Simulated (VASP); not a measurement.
# CuI (Marshite) (F-43m) in VASP: further runs, part 2 of 2

VASP 6.6.1.

## Step 3: Relaxation of the atoms, PBE (a relaxed cell with its volume scaled by 1.02)

INCAR reads:

```
SYSTEM = CuI
PREC = Accurate
ENCUT = 600
EDIFF = 1E-7
ISMEAR = 0
SIGMA = 0.03
LREAL = .FALSE.
LASPH = .TRUE.
NELM = 80
ALGO = Fast
ISIF = 2
LWAVE = .FALSE.
LCHARG = .FALSE.
GGA = PE
IBRION = 2
NSW = 40
EDIFFG = -0.01
```

KPOINTS reads:

```
Automatic mesh
0
G
  8 8 8
  0 0 0
```

POSCAR reads:

```
CuI                                     
1.0
    0.0000000000      3.0599605206      3.0599605206
    3.0599605206      0.0000000000      3.0599605206
    3.0599605206      3.0599605206      0.0000000000
  Cu              I             
     1     1
Direct
     0.2500000000000000    0.2500000000000000    0.2500000000000000
     0.0000000000000000    0.0000000000000000    0.0000000000000000
```

Potentials or basis: VASP PAW PBE potentials, release 64 (Cu, I).

Run with:

```console
$ cat potpaw_PBE.64/Cu/POTCAR potpaw_PBE.64/I/POTCAR > POTCAR
$ mpirun -np 1 vasp_std > vasp.out
```

OUTCAR:

```text
SYSTEM = CuI
   PREC = Accurate
   ENCUT = 600
   EDIFF = 1E-7
   ISMEAR = 0
   LREAL = .FALSE.
   LASPH = .TRUE.
   NELM = 80
   ISIF = 2
   GGA = PE
   IBRION = 2
   NSW = 40
   EDIFFG = -0.01

 ion  position               nearest neighbor table
   1  0.250  0.250  0.250-   2 2.65   2 2.65   2 2.65   2 2.65
   2  0.000  0.000  0.000-   1 2.65   1 2.65   1 2.65   1 2.65

  LATTYP: Found a face centered cubic cell.
 ALAT       =     6.1199210412

  Lattice vectors:

 A1 = (   0.0000000000,   3.0599605206,   3.0599605206)
 A2 = (   3.0599605206,   0.0000000000,   3.0599605206)
 A3 = (   3.0599605206,   3.0599605206,   0.0000000000)

Analysis of symmetry for initial positions (statically):
=====================================================================
 Subroutine PRICEL returns:
 Original cell was already a primitive cell.

 Routine SETGRP: Setting up the symmetry group for a
 face centered cubic supercell.

 Subroutine GETGRP returns: Found 24 space group operations
 (whereof 24 operations were pure point group operations)
 out of a pool of 48 trial point group operations.

The static configuration has the point symmetry T_d .

Analysis of symmetry for dynamics (positions and initial velocities):
=====================================================================
 Subroutine PRICEL returns:
 Original cell was already a primitive cell.

 Routine SETGRP: Setting up the symmetry group for a
 face centered cubic supercell.

 Subroutine GETGRP returns: Found 24 space group operations
 (whereof 24 operations were pure point group operations)
 out of a pool of 48 trial point group operations.

The dynamic configuration has the point symmetry T_d .

 Subroutine INISYM returns: Found 24 space group operations
 (whereof 24 operations are pure point group operations),
 and found     1 'primitive' translations

----------------------------------------------------------------------------------------

[... 119 lines left out ...]
   AEXX    =    0.0000 exact exchange contribution
   IVDW    =     0    specifies the selected vdW correction
   LEPSILON=     F    determine dielectric tensor
   LRPA    =     F    only Hartree local field effects (RPA)
 conjugate gradient relaxation of ions
 non-spin polarized calculation
 RMM-DIIS sequential band-by-band and
 Gauss-broadening in eV      SIGMA  =   0.03
  energy-cutoff  :      600.00
  volume of cell :       57.30
 maximum number of plane-waves:      1926
   NGX = 17   NGY = 17   NGZ = 17

 number of electron      18.0000011 magnetization

 Free energy of the ion-electron system (eV)
  ---------------------------------------------------
  ext. energy  EPLUGINS =         0.00000000
  ---------------------------------------------------
  free energy    TOTEN  =        -5.56031048 eV

  energy without entropy =       -5.56031048  energy(sigma->0) =       -5.56031048

 E-fermi :   4.2550     XC(G=0):  -8.8076

 val. band max:        4.1330109692   @ k =   0.0000   0.0000   0.0000
 cond. band min:       5.2041237993   @ k =   0.0000   0.0000   0.0000
 fundamental gap:      1.0711128301
 Fermi energy:         4.2550007091

 k-point     1 :       0.0000    0.0000    0.0000
  band No.  band energies     occupation
      1      -9.7342      2.00000
      2       0.6170      2.00000
      3       0.6170      2.00000
      4       0.6170      2.00000
      5       2.3939      2.00000
      6       2.3939      2.00000
      7       4.1330      2.00000
      8       4.1330      2.00000
      9       4.1330      2.00000
     10       5.2041      0.00000
     11       9.0332      0.00000
     12       9.0332      0.00000
     13       9.0332      0.00000
[... 354 lines left out ...]
  band No.  band energies     occupation
      1      -9.1363      2.00000
      2      -1.0312      2.00000
      3       0.0866      2.00000
      4       0.5814      2.00000
      5       2.3342      2.00000
      6       2.4052      2.00000
      7       2.5144      2.00000
      8       2.9133      2.00000
      9       3.1958      2.00000
     10       7.5618      0.00000
     11       8.8379      0.00000
     12      10.2960      0.00000
     13      11.4629      0.00000

 [... further k-points ...]
[... 5 lines left out ...]
  --------------------------------------------------------------------------------------
  -------------------------------------------------------------------------------------
  Total       -0.2470181     -0.2470181     -0.2470181      0.0000000     -0.0000000      0.0000000
  in kB       -6.9065615     -6.9065615     -6.9065615      0.0000000     -0.0000000      0.0000000
  external PRESSURE =      -6.9065615 kB  Pullay stress =       0.0000000 kB

 VOLUME and BASIS-vectors are now :
 -----------------------------------------------------------------------------
  energy-cutoff  :      600.00
  volume of cell :       57.30
      direct lattice vectors                 reciprocal lattice vectors
     0.000000000  3.059960521  3.059960521    -0.163400801  0.163400801  0.163400801
     3.059960521  0.000000000  3.059960521     0.163400801 -0.163400801  0.163400801
     3.059960521  3.059960521  0.000000000     0.163400801  0.163400801 -0.163400801

 POSITION                                       TOTAL-FORCE (eV/Angst)
 -----------------------------------------------------------------------------------
      1.52998      1.52998      1.52998        -0.000000     -0.000000     -0.000000
      0.00000      0.00000      0.00000         0.000000      0.000000      0.000000
 -----------------------------------------------------------------------------------
    total drift:                                0.000001      0.000001      0.000001

  FREE ENERGIE OF THE ION-ELECTRON SYSTEM (eV)
  ---------------------------------------------------
  free  energy   TOTEN  =        -5.5603104829 eV

  energy  without entropy=       -5.5603104829  energy(sigma->0) =       -5.56031048

 reached required accuracy - stopping structural energy minimisation
```

CONTCAR:

```text
CuI
   1.00000000000000
     0.0000000000000000    3.0599605205999998    3.0599605205999998
     3.0599605205999998    0.0000000000000000    3.0599605205999998
     3.0599605205999998    3.0599605205999998    0.0000000000000000
  Cu              I
     1     1
Direct
     0.2500000000000000    0.2500000000000000    0.2500000000000000
     0.0000000000000000    0.0000000000000000    0.0000000000000000

  0.00000000E+00  0.00000000E+00  0.00000000E+00
  0.00000000E+00  0.00000000E+00  0.00000000E+00
```

Wall time 12 s (1 thread of Intel Xeon 6975P-C (Granite Rapids), shared host); peak memory 0.21 GiB.

Results:

```
Free energy             : -5.5603 eV
Pressure after relaxing : -0.7 GPa
Band gap on the k mesh  : 1.07 eV, direct
```

Final structure:
```yaml
crystal:
  lattice:
    - [0.00000, 3.05996, 3.05996]
    - [3.05996, 0.00000, 3.05996]
    - [3.05996, 3.05996, 0.00000]
  atoms:
    - { symbol: Cu, position: [0.25000, 0.25000, 0.25000] }
    - { symbol: I, position: [0.00000, 0.00000, 0.00000] }
```

Levels at points of the mesh, in eV from the valence-band top:
```
           k point  band 6  band 7  band 8  band 9  band 10  band 11  band 12  band 13
(0.00, 0.00, 0.00)   -1.74    0.00    0.00    0.00     1.07     4.90     4.90     4.90
(0.50, 0.00, 0.00)   -1.71   -1.67   -0.66   -0.66     2.13     5.42     5.42     7.35
(0.50, 0.50, 0.00)   -1.69   -1.66   -1.40   -1.40     2.77     2.92     9.00     9.61
```

Caveat: the relaxation stopped at its first step, so nothing moved; spin-orbit coupling is left out, which moves the levels of the heavy elements.

## Step 4: Relaxation of the atoms, PBE (a relaxed cell with its volume scaled by 1.04)

INCAR is that of step 3.

KPOINTS is that of step 3.

POSCAR reads:

```
CuI                                     
1.0
    0.0000000000      3.0798309508      3.0798309508
    3.0798309508      0.0000000000      3.0798309508
    3.0798309508      3.0798309508      0.0000000000
  Cu              I             
     1     1
Direct
     0.2500000000000000    0.2500000000000000    0.2500000000000000
     0.0000000000000000    0.0000000000000000    0.0000000000000000
```

Run with:

```console
$ cat potpaw_PBE.64/Cu/POTCAR potpaw_PBE.64/I/POTCAR > POTCAR
$ mpirun -np 1 vasp_std > vasp.out
```

Wall time 12 s (1 thread of Intel Xeon 6975P-C (Granite Rapids), shared host); peak memory 0.21 GiB.

Results (log left out):

```
Free energy             : -5.5532 eV
Pressure after relaxing : -1.3 GPa
Band gap on the k mesh  : 1.02 eV, direct
```

Final structure:
```cif
data_structure
_symmetry_space_group_name_H-M 'P 1'
_symmetry_Int_Tables_number 1
_cell_length_a 4.3555
_cell_length_b 4.3555
_cell_length_c 4.3555
_cell_angle_alpha 60.000
_cell_angle_beta 60.000
_cell_angle_gamma 60.000
_cell_volume 58.43
loop_
_atom_site_label
_atom_site_type_symbol
_atom_site_fract_x
_atom_site_fract_y
_atom_site_fract_z
_atom_site_occupancy
Cu1 Cu 0.25000 0.25000 0.25000 1
I1 I 0.00000 0.00000 0.00000 1
```

Levels at points of the mesh, in eV from the valence-band top:
```tsv
k point	band 7	band 8	band 9	band 10	band 11	band 12
(0.00, 0.00, 0.00)	0.00	0.00	0.00	1.02	4.92	4.92
(0.50, 0.00, 0.00)	-1.60	-0.64	-0.64	2.12	5.44	5.44
(0.50, 0.50, 0.00)	-1.58	-1.34	-1.34	2.81	2.92	8.89
```

Caveat: the relaxation stopped at its first step, so nothing moved; spin-orbit coupling is left out, which moves the levels of the heavy elements.

## Step 5: Relaxation of the atoms, PBE (a relaxed cell with its volume scaled by 1.06)

INCAR is that of step 4.

KPOINTS is that of step 4.

POSCAR reads:

```
CuI                                     
1.0
    0.0000000000      3.0994482374      3.0994482374
    3.0994482374      0.0000000000      3.0994482374
    3.0994482374      3.0994482374      0.0000000000
  Cu              I             
     1     1
Direct
     0.2500000000000000    0.2500000000000000    0.2500000000000000
     0.0000000000000000    0.0000000000000000    0.0000000000000000
```

Run with:

```console
$ cat potpaw_PBE.64/Cu/POTCAR potpaw_PBE.64/I/POTCAR > POTCAR
$ mpirun -np 1 vasp_std > vasp.out
```

Run time: 14 s. Hardware: 1 thread of Intel Xeon 6975P-C (Granite Rapids), shared host; peak memory 0.22 GiB.

Results (log left out):

| Item | Value |
| --- | --- |
| Free energy | -5.5417 eV |
| Pressure after relaxing | -1.9 GPa |
| Band gap on the k mesh | 0.98 eV, direct |

Final structure:
```xyz
2
Lattice="0.0000 3.0994 3.0994 3.0994 0.0000 3.0994 3.0994 3.0994 0.0000" Properties=species:S:1:pos:R:3 pbc="T T T"
Cu    1.5497    1.5497    1.5497
I     0.0000    0.0000    0.0000
```

Levels at points of the mesh, in eV from the valence-band top:
| k point | band 7 | band 8 | band 9 | band 10 | band 11 | band 12 |
| --- | --- | --- | --- | --- | --- | --- |
| (0.00, 0.00, 0.00) | 0.00 | 0.00 | 0.00 | 0.98 | 4.94 | 4.94 |
| (0.50, 0.00, 0.00) | -1.53 | -0.61 | -0.61 | 2.10 | 5.45 | 5.45 |
| (0.50, 0.50, 0.00) | -1.52 | -1.28 | -1.28 | 2.85 | 2.92 | 8.76 |

Caveat: the relaxation stopped at its first step, so nothing moved; spin-orbit coupling is left out, which moves the levels of the heavy elements.

## Step 6: Summary

```tsv
cell	gap on the mesh (eV)	pressure (GPa)
atoms relaxed	1.12	0.0
atoms relaxed from: a relaxed cell with its volume scaled by 1.02	1.07	-0.7
atoms relaxed from: a relaxed cell with its volume scaled by 1.04	1.02	-1.3
atoms relaxed from: a relaxed cell with its volume scaled by 1.06	0.98	-1.9
```

Alike in all rows: task relaxation of the atoms; level PBE; potentials or basis VASP PAW PBE potentials, release 64 (Cu, I); no spin polarisation; k mesh 8 × 8 × 8; cutoff (eV) 600; smearing gaussian 0.03 eV.

Caveats: the relaxation stopped at its first step, so nothing moved; spin-orbit coupling is left out, which moves the levels of the heavy elements.

Total energies depend on the potentials used, so only differences within one code and one set of settings carry meaning.
